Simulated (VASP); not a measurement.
Level of theory: PBE GGA, VASP's PBE PAW potentials (set 64) (plane waves; VASP).

A VASP calculation is set up with these files.

### INCAR
```
LCHARG = .FALSE.
LREAL = .FALSE.   # projection in real space or not
ALGO = Normal   # blocked Davidson
NELM = 100
PSTRESS = 50   # kbar
ENCUT = 500
LWAVE = .FALSE.
SIGMA = 0.05   # width (eV)
GGA = PE   # PBE
EDIFF = 1E-6   # SCF stop (eV)
PREC = Accurate
LMAXMIX = 4
LASPH = .TRUE.   # aspherical one-centre terms
IBRION = 2
NSW = 40   # most ionic steps
EDIFFG = -0.02   # ionic stop
ISMEAR = 0
ISIF = 3
SYSTEM = CsCl
```

File POSCAR:
```
CsCl
1.0
  3.9339671541   0.0000000000   0.0000000000
  0.0000000000   3.9339671541   0.0000000000
  0.0000000000   0.0000000000   3.9339671541
Cs Cl
1 1
Cart
  0.0000000000   0.0000000000   0.0000000000
  1.9669835770   1.9669835770   1.9669835770
```

File KPOINTS:
```
Automatic mesh
0
Gamma
7 7 7
0 0 0
```

POTCAR, in this order: Cs_sv Cl (PBE.64 set). Program: vasp_std.

What VASP printed:

File OSZICAR:
```
       N       E                     dE             d eps       ncg     rms          rms(c)
DAV:   1     0.947914575527E+02    0.94791E+02   -0.70525E+03   480   0.114E+03
DAV:   2    -0.526040803527E+00   -0.95317E+02   -0.89436E+02   748   0.190E+02
DAV:   3    -0.668803210126E+01   -0.61620E+01   -0.61415E+01   608   0.552E+01
DAV:   4    -0.674523312994E+01   -0.57201E-01   -0.57177E-01   584   0.648E+00
DAV:   5    -0.674604248240E+01   -0.80935E-03   -0.80928E-03   600   0.767E-01    0.248E+00
DAV:   6    -0.640509352420E+01    0.34095E+00   -0.58856E-01   556   0.486E+00    0.184E+00
DAV:   7    -0.636664072840E+01    0.38453E-01   -0.21279E-01   628   0.278E+00    0.109E+00
DAV:   8    -0.636808281181E+01   -0.14421E-02   -0.15752E-02   572   0.939E-01    0.132E-01
DAV:   9    -0.636813789684E+01   -0.55085E-04   -0.21003E-03   616   0.317E-01    0.944E-02
DAV:  10    -0.636827905109E+01   -0.14115E-03   -0.20668E-04   564   0.124E-01    0.253E-02
DAV:  11    -0.636829702728E+01   -0.17976E-04   -0.34096E-05   596   0.486E-02    0.582E-03
DAV:  12    -0.636829621597E+01    0.81131E-06   -0.46741E-06   572   0.156E-02
   1 F= -.44683049E+01 E0= -.44683049E+01  d E =-.446830E+01
       N       E                     dE             d eps       ncg     rms          rms(c)
DAV:   1    -0.636343526437E+01    0.48618E-02   -0.17232E-02   488   0.913E-01    0.160E-01
DAV:   2    -0.636270567470E+01    0.72959E-03   -0.11868E-03   512   0.217E-01    0.556E-02
DAV:   3    -0.636256067156E+01    0.14500E-03   -0.40100E-04   496   0.126E-01    0.302E-02
DAV:   4    -0.636255820997E+01    0.24616E-05   -0.25619E-05   552   0.353E-02    0.732E-03
DAV:   5    -0.636255907594E+01   -0.86597E-06   -0.19842E-06   396   0.104E-02
   2 F= -.44683691E+01 E0= -.44683691E+01  d E =-.641664E-04
```

**OUTCAR**
```
------------------------ aborting loop because EDIFF is reached ----------------------------------------
  FORCE on cell =-STRESS in cart. coord.  units (eV):
  Direction    XX          YY          ZZ          XY          YZ          ZX
  --------------------------------------------------------------------------------------
  Total        1.8981423      1.8981423      1.8981423      0.0000000      0.0000000     -0.0000000
  in kB       50.1043279     50.1043279     50.1043279      0.0000000      0.0000000     -0.0000000
  external PRESSURE =       0.1043279 kB  Pullay stress =      50.0000000 kB
  volume of cell :       60.70
      direct lattice vectors                 reciprocal lattice vectors
     3.929959168  0.000000000  0.000000000     0.254455570 -0.000000000  0.000000000
     0.000000000  3.929959168  0.000000000    -0.000000000  0.254455570  0.000000000
    -0.000000000 -0.000000000  3.929959168    -0.000000000  0.000000000  0.254455570
 POSITION                                       TOTAL-FORCE (eV/Angst)
 -----------------------------------------------------------------------------------
      0.00000      0.00000      0.00000        -0.000000      0.000000      0.000000
      1.96498      1.96498      1.96498         0.000000     -0.000000      0.000000
 -----------------------------------------------------------------------------------
    total drift:                                0.000000      0.000000     -0.000000
  FREE ENERGIE OF THE ION-ELECTRON SYSTEM (eV)
  ---------------------------------------------------
  free  energy   TOTEN  =        -6.3625590759 eV

  energy  without entropy=       -6.3625590759  energy(sigma->0) =       -6.36255908
  enthalpy is  TOTEN    =        -4.4683690901 eV   P V=        1.8941899858

 reached required accuracy - stopping structural energy minimisation
```
(Selected blocks of OUTCAR.)

### CONTCAR
```
CsCl
   1.00000000000000
     3.9299591679825365    0.0000000000000000    0.0000000000000000
     0.0000000000000000    3.9299591679825365    0.0000000000000000
    -0.0000000000000000   -0.0000000000000000    3.9299591679825365
  Cs              Cl
     1     1
Direct
     0.0000000000000000    0.0000000000000000    0.0000000000000000
     0.5000000000000000    0.5000000000000000    0.5000000000000000
```

OUTCAR:
```
 val. band max:        0.5411501768   @ k =   0.0000   0.0000   0.0000

 cond. band min:       5.7312856034   @ k =   0.0000   0.0000   0.0000


 Fermi energy:         0.8176985984

 k-point     1 :       0.0000    0.0000    0.0000
  band No.  band energies     occupation
      1     -18.7275      2.00000
      2     -11.8698      2.00000
      3      -5.0951      2.00000
      4      -5.0951      2.00000
      5      -5.0951      2.00000
      6       0.5412      2.00000
      7       0.5412      2.00000
      8       0.5412      2.00000
      9       5.7313      0.00000
     10       5.7313      0.00000
     11       6.5292      0.00000
     12      11.0505      0.00000

 k-point     2 :       0.1429    0.0000    0.0000
  band No.  band energies     occupation
      1     -18.6999      2.00000
      2     -11.8917      2.00000
      3      -5.2419      2.00000
      4      -5.0518      2.00000
      5      -5.0518      2.00000
      6       0.1971      2.00000
      7       0.4678      2.00000
      8       0.4678      2.00000
      9       5.8899      0.00000
     10       6.3193      0.00000
     11       7.0975      0.00000
     12      10.8799      0.00000

 k-point     3 :       0.2857    0.0000    0.0000
  band No.  band energies     occupation
      1     -18.6365      2.00000
      2     -11.9464      2.00000
      3      -5.5269      2.00000
      4      -4.9500      2.00000
      5      -4.9500      2.00000
      6      -0.4547      2.00000
      7       0.2957      2.00000
      8       0.2957      2.00000
      9       6.3312      0.00000
     10       7.6558      0.00000
     11       8.5021      0.00000
     12      10.6677      0.00000

 k-point     4 :       0.4286    0.0000    0.0000
  band No.  band energies     occupation
      1     -18.5841      2.00000
      2     -11.9961      2.00000
      3      -5.7172      2.00000
      4      -4.8634      2.00000
      5      -4.8634      2.00000
      6      -0.9027      2.00000
...
```

Unless said otherwise, spin-orbit coupling is left out, though it shifts the bands of the heavy elements here.

The compound is CsCl in the CsCl type structure. This run relaxes it under an external pressure of 5 GPa. Symmetry was kept, so distortions that lower it aren't found.
